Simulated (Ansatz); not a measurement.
# Cu in place of Al at several sites of random wurtzite alloy of AlN and GaN (72 atoms): runs compared

Aim: make Cu in place of Al at several sites of random wurtzite alloy of AlN and GaN (72 atoms), relax each, and compare their energies.

Computed with Ansatz 0.2.0: Kohn-Sham DFT, PBE, PAW (set soft_2), plane waves.

### 1. The cell as built

The cell holds 72 atoms: 32 Al, 36 N and 4 Ga. Cell: a = 9.362 Å, b = 9.362 Å, c = 10.009 Å, α = 90.0°, β = 90.0°, γ = 120.0°. It derives from AlN (wurtzite) and GaN, repeated 3×3×2. Wurtzite AlN, 3 x 3 x 2 conventional cells, 4 of 36 Al sites given to Ga at random (x = 0.111), lattice by Vegard's rule (a = 3.121 Å, c = 5.005 Å); not relaxed, displaced by a Gaussian of 0.02 Å.

What the set-up can't give: The Brillouin zone is sampled at Γ only, in a cell whose shortest periodic width is 8 Å.

### 2. The reference run

The reference is a single point at the end of the relaxation.

Every defect cell starts from the geometry of this run and is relaxed in the fixed cell.

Its input, with most atom lines left out:

```yaml
crystal:
  lattice:
    - [9.3618, 0.0, 0.0]
    - [-4.6809, 8.10756, 0.0]
    - [0.0, 0.0, 10.0092]
  atoms:
    - { symbol: Al, position: [0.00191, 0.00079, 0.9988] }
    - { symbol: "N", position: [0.11161, 0.22252, 0.05801] }
    - { symbol: Al, position: [0.11253, 0.22303, 0.24904] }
    - { symbol: "N", position: [0.0062, 0.00389, 0.31173] }
    - { symbol: Al, position: [0.00098, 0.00034, 0.50157] }
    - { symbol: "N", position: [0.11432, 0.22072, 0.56185] }
    - { symbol: Al, position: [0.11162, 0.22303, 0.75174] }
    [... atom lines 8 to 72 left out ...]
kpoints:
  mp_grid: { grid: [1, 1, 1] }
hamiltonian:
  xc: pbe
scf:
  occupations: { method: gaussian, width: 0.025 }
output:
  forces: true
  stress: true
  populations: intrinsic
  dos:
    method: { smearing: { sigma: 0.1 } }
    de: 0.1
    projected: { site_lists: { Al: [Al], Ga: [Ga], "N": ["N"] } }
  eigenvalues: true
  write_density: true
  write_potential: true
  volumetric_format: npy
```

| Property | Result |
| --- | --- |
| free energy per atom | -642.2767 eV/atom |
| r.m.s. force component | 0.01136 eV/Å |
| pressure | 4.075 GPa |

Filled and empty levels are parted by 3.83 eV at Γ alone; the mesh holds the band edges only if they fold onto it, so the gap at this level can be narrower or closed, while semilocal functionals tend to narrow gaps against experiment.

### 3. The runs

Each row is one run, on 4 threads of Arm Neoverse V1, shared host. The free energy is the program's total, comparable only between runs with the same functional, potentials and atoms.

| run | atoms | outcome | ionic steps, all passes | free energy (eV) | time | host memory (GiB) |
| --- | --- | --- | --- | --- | --- | --- |
| Single point at the start | 72 | converged | - | -46242.615 | 4.3 s | 0.82 |
| Relaxation | 72 | converged | 4 | -46243.920 | 14 s | 0.79 |
| Single point at the relaxed geometry | 72 | converged | - | -46243.920 | 7.7 s | 0.83 |
| Cu on a site of Al, site Al43 | 72 | converged | 4 | -52325.705 | 65 s | 1.3 |
| Cu on a site of Al, site Al15 | 72 | converged | 6 | -52325.720 | 89 s | 1.3 |

Local excerpt of 10 atoms (numbers count through the whole input) about site Al15, the cheapest one, after relaxation; x, y, z are measured from there.

```
atom      x      y      z  distance (Å)  bonds  moment (μB)
Cu15   0.01  -0.02  -0.06          0.07      4         0.64
 N24  -1.62   0.94   0.59          1.96      4         0.24
 N48   1.63   0.88   0.66          1.97      4         0.23
 N16   0.02  -1.88   0.65          1.99      4         0.19
 N14  -0.02   0.08  -2.04          2.04      4         0.10
Al17  -1.55   0.90   2.50          3.08      4         0.00
Al55  -1.56  -2.67  -0.02          3.09      4         0.00
Ga47   1.54   2.69  -0.04          3.10      4         0.00
Ga13   0.00  -1.79  -2.53          3.10      4         0.00
 Al9   0.02  -1.80   2.53          3.10      4         0.00
```

The column of bonds counts only the pairs N-Al within 2.33 Å, N-Ga within 2.38 Å, N-Cu within 2.43 Å; other neighbours, such as metal atoms beside each other in a compound, aren't counted, and periodic images can show an atom twice.

### 4. The sites compared

All these cells hold the same atoms, so their energies can be compared with no chemical potential.

```csv
site,neighbours,mean distance (Å),atoms within 6 Å,energy over the best site (eV),before relaxation (eV),gain on relaxing (eV),moment (μB)
Al15,N4,1.89,91,0.00,0.00,0.34,2.0
Al43,N4,1.90,91,0.02,0.00,0.33,2.0
```

Neighbours are those of the relaxed host within 2.33 Å (N-Al); other pairs aren't counted.

### 5. Findings

The cheapest site is Al15 (4 neighbours, N4); the dearest, Al43 (4 neighbours, N4), costs 0.015 eV more, a spread under the thermal energy at room temperature. Relaxation gains 0.33 to 0.34 eV and leaves the best site the same; before relaxing the sites lay within 0.00 eV, so most of the preference arises as the atoms move.

Caveats: Defects are neutral and interact with their images. The reference ran with gaussian smearing of 0.025 eV, but 2 of the 2 defect cells with fermi-dirac smearing of 0.025 eV, spin polarised. In the spin-polarised runs the search for a state of lower energy was switched off. Only 2 of the 32 Al sites were tried; unless symmetry makes the others alike to these, a cheaper one may exist. A local or semilocal functional tends to spread out the unpaired spin of such defects. The host structure and its lattice constant were typed by rule, without a check against the phase diagram. The pressure of 4.1 GPa says that the cell would expand at this level of theory.

The DFT runs together took 3 min of wall time.

[Logs are printed without paths, hosts, clocks, repeated set-up lines and the standing remarks that a program may print on its own settings, such as how far it seeks lower states.]

[Hosts, paths, dates, database ids (printed as entryN), source tags and the programs' standing remarks are cut or masked in the printed files.]
